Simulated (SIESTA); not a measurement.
Ga:

```
CELL_PARAMETERS angstrom
2.26150 -3.83050 0.00000
2.26150 3.83050 0.00000
0.00000 0.00000 4.52400
ATOMIC_POSITIONS crystal
Ga 0.34510 0.65490 0.41900
Ga 0.15490 0.84510 0.91900
Ga 0.65490 0.34510 0.58100
Ga 0.84510 0.15490 0.08100
```

| Quantity | Value |
| --- | --- |
| Program | SIESTA 5.4.2 |
| Task | single point |
| Functional | PBEsol |
| Potentials or basis | PseudoDojo 0.4 standard (PBEsol files) |
| Basis | DZP (energy shift 0.003 Ry; two zetas on semicore shells) |
| Grid cutoff | 800 Ry |
| Energy shift | 0.003 Ry |
| k mesh | 7 × 7 × 6 |
| Occupations | fermi-dirac, width 0.05 eV |
| Spin | no spin polarisation |

On this cell: pressure -1.8 GPa; largest force 0.108 eV/Å; band gap on the k mesh none (metal or under the smearing width).

The same run follows on a disturbed copy (atoms moved at random, drawn with an rms of 0.05 Å):

```
CELL_PARAMETERS angstrom
2.26150 -3.83050 0.00000
2.26150 3.83050 0.00000
0.00000 0.00000 4.52400
ATOMIC_POSITIONS crystal
Ga 0.35757 0.64982 0.41385
Ga 0.14332 0.83858 0.91636
Ga 0.65595 0.34610 0.59843
Ga 0.85130 0.16278 0.08640
```

Q: What does the disturbed cell give?

A: The energy (extrapolated to zero smearing) moves by +6.1 meV/atom; pressure -1.7 GPa; largest force 0.458 eV/Å; band gap on the k mesh none (metal or under the smearing width).

Forces in eV/Å, atoms in the order of the input:
```
Ga   0.097  0.445 -0.050
Ga   0.171 -0.215 -0.007
Ga  -0.164 -0.338 -0.143
Ga  -0.103  0.108  0.199
```

Stress tensor (GPa, compression positive):
```
-2.33 -0.10  0.24
-0.10 -0.66 -0.63
 0.24 -0.63 -1.99
```

Caveats: the basis of atomic orbitals isn't converged, which shifts pressures, moduli and gaps.
